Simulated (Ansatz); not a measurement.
The system is NiO.

```
Ni O
1.0
     0.00000    2.08590    2.08590
     2.08590    0.00000    2.08590
     2.08590    2.08590    0.00000
Ni O
1 1
Cartesian
  0.0000 0.0000 0.0000
  2.0859 2.0859 2.0859
```

Program: Ansatz 0.2.0. Alike in all runs: cell as given; k mesh 11 × 11 × 11.

Question: Order these runs on this cell by their band gap on the k mesh, lowest first.
A. level m-r2SCAN+D3(BJ); potentials or basis Ansatz PAW; spin collinear, ferromagnetic start; cutoff (eV) 500; smearing gaussian 0.02 eV; other keys scf.initial_density.chi_scale = 0; hamiltonian.dispersion = d3bj
B. level r2SCAN+D3(BJ)+U; potentials or basis Ansatz PAW; spin collinear, ferromagnetic start; U Ni d U = 5 eV; cutoff (eV) 500; smearing methfessel-paxton 0.1 eV; hubbard projectors ortho-atomic (the default); double counting fll
C. level revPBE+U; potentials or basis PseudoDojo standard (PBE files); spin collinear, ferromagnetic start; U Ni d U = 5 eV; cutoff (eV) 1333; smearing gaussian 0.02 eV; hubbard projectors ortho-atomic; double counting fll (the default)
D. level revPBE+U; potentials or basis Ansatz NC; spin collinear, random start; U Ni d U = 7 eV; cutoff (eV) 1400; smearing tetrahedron; hubbard projectors all-electron-atomic; double counting amf
E. level PBEsol+D4+U; potentials or basis Ansatz PAW earlier set; spin collinear, random start; U Ni d U = 5 eV; cutoff (eV) 1080; smearing cold 0.05 eV; hubbard projectors ortho-atomic (the default); double counting fll (the default)

Answer: A (metal), E (1.49 eV), D (1.74 eV), C (1.89 eV), B (2.89 eV).

Caveats: the magnetic or orbital state may not be the lowest; a cell with one magnetic atom can't hold antiferromagnetic order, which such compounds often take; odd divisions of the mesh miss points on the zone boundary, where band edges often lie, so the gap on the mesh can be too wide (some runs); the dispersion damping was fitted for another functional or another form of the correction (some runs); with tetrahedron occupations forces and stress needn't match the slope of the energy (some runs).

A k mesh can miss the band edges.

Runs at the PBE level aren't shown here.
